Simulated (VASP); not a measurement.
Write the native input for VASP 6.6.1 that does the following.

| Property | Result |
| --- | --- |
| Task | relaxation of cell and atoms |
| Functional | PBE |
| Dispersion | D3(BJ) |
| Potentials or basis | VASP PAW PBE potentials, release 64 (Ga_d, N) |
| Cutoff | 600 eV |
| k mesh | 10 × 10 × 10 |
| Occupations | gaussian, width 0.03 eV |
| Spin | no spin polarisation |
| Further INCAR settings | ALGO = Normal; EDIFF = 1e-07; IBRION = 2; EDIFFG = -0.005; NSW = 90; ISIF = 3 |

The structure of GaN lies in POSCAR:

```
GaN                                     
1.0
    0.0000000000      2.2590023416      2.2590023416
    2.2590023416      0.0000000000      2.2590023416
    2.2590023416      2.2590023416      0.0000000000
  Ga              N             
     1     1
Direct
     0.0000000000000000    0.0000000000000000    0.0000000000000000
     0.7500000000000000    0.7500000000000000    0.7500000000000000
```

The cell is a database's computed one.

These files were run (other wordings do the same):

INCAR

```
SYSTEM = GaN
  ALGO = Normal
  EDIFF = 1E-7
  EDIFFG = -0.005
  ENCUT = 600
  GGA = PE
  IBRION = 2
  ISIF = 3
  ISMEAR = 0
  IVDW = 12
  LASPH = .True.
  LCHARG = .False.
  LREAL = .False.
  LWAVE = .False.
  NELM = 80
  NSW = 90
  PREC = Accurate
  SIGMA = 0.03
```

KPOINTS

```
k-points
0
Gamma
  10 10 10
  0 0 0
```

Potentials or basis: VASP PAW PBE potentials, release 64 (Ga_d, N).

The run is started by

```bash
$ cat potpaw_PBE.64/Ga_d/POTCAR potpaw_PBE.64/N/POTCAR > POTCAR
$ mpirun -np 1 vasp_std > vasp.out
```

Results of the run:

The relaxed volume is 11.52 Å³/atom, the relaxed cell is a = 3.194 Å, b = 3.194 Å, c = 3.194 Å, α = 60.00°, β = 60.00°, γ = 60.00° and the space group after relaxing (to 0.05 Å) is F-43m (No. 216). The energy gained by relaxing is 0.0 meV/atom, the ionic steps are 3 and the pressure after relaxing is 0.0 GPa. The band gap on the k mesh is 1.68 eV, direct and the dispersion energy per atom is -0.252 eV.

It took 30 s on 1 thread of Intel(R) Xeon(R) Platinum 8488C (Sapphire Rapids) (shared host), peak memory 0.17 GiB.
